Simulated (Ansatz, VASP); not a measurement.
# Two plane-wave programs on TaN

INCAR

```
  PREC = Accurate
  ENCUT = 520
  EDIFF = 1E-6
  ISMEAR = -1
  SIGMA = 0.05
  LREAL = F
  LASPH = T
  NELM = 80
  ALGO = Normal
  ISIF = 2
  LWAVE = F
  LCHARG = T
  GGA = PE
  LELF = T
  LVHAR = T
  NBANDS = 24
```

Contents of KPOINTS:

```
regular mesh
0
Gamma
  7 7 6
```

The input POSCAR:

```
TaN
1.0
    3.6384555749      0.0000000000      0.0000000000
    0.0000000000      3.6384555749      0.0000000000
    0.0000000000      0.0000000000      4.5298857156
Ta N
2 2
Direct
    0.0000000000      0.5000000000      0.0000000000
    0.5000000000      0.0000000000      0.5000000000
    0.0000000000      0.0000000000      0.2500000000
    0.0000000000      0.0000000000      0.7500000000
```

File input.yaml:

```yaml
crystal:
  lattice:
    - [3.6384555749, 0.0, 0.0]
    - [0.0, 3.6384555749, 0.0]
    - [0.0, 0.0, 4.5298857156]
  atoms:
    - { symbol: Ta, position: [0.0, 0.5, 0.0] }
    - { symbol: Ta, position: [0.5, 0.0, 0.5] }
    - { symbol: "N", position: [0.0, 0.0, 0.25] }
    - { symbol: "N", position: [0.0, 0.0, 0.75] }
hamiltonian:
  xc: pbe
  pseudopotentials: { kind: paw }
kpoints:
  mp_grid: { grid: [7, 7, 6] }
scf:
  occupations: { method: fermi_dirac, width: 0.05 }
output:
  forces: true
  stress: true
  eigenvalues: true
```

The cell comes from a database or a generator and needn't be the stable form of this composition.

Alike in both runs: task single point; functional PBE; k mesh 7 × 7 × 6; occupations fermi-dirac, width 0.05 eV; no spin polarisation.

|  | VASP | Ansatz |
| --- | --- | --- |
| version | VASP 6.6.1 | Ansatz 0.2.0 |
| potentials or method | VASP PAW PBE potentials, release 64 (Ta_pv, N) | Ansatz PAW |
| plane-wave cutoff (eV) | 520 | 420 |
| valence electrons in the cell | 32 | 36 |

Ansatz gave:

| Quantity | Value |
| --- | --- |
| gap on the k mesh at the Fermi level (eV) | none |
| pressure (GPa) | -16.7 |
| largest component of the traceless stress (GPa) | 22.42 |

Task: Estimate VASP's values.

Result: gap on the k mesh at the Fermi level (eV): none; pressure (GPa): -16.4; largest component of the traceless stress (GPa): 22.19.

A gap of «none» marks a metal or a gap that the smearing closes. The two sets of potentials don't hold the same shells in valence.

Caveats: so large a pressure means that the cell lies far from this level's equilibrium, or that cutoff or potentials fall short (VASP); the pressure holds a Pulay correction of +0.3 GPa for the finite cutoff (Ansatz). Spin-orbit coupling is left out, which matters for the levels of Ta.
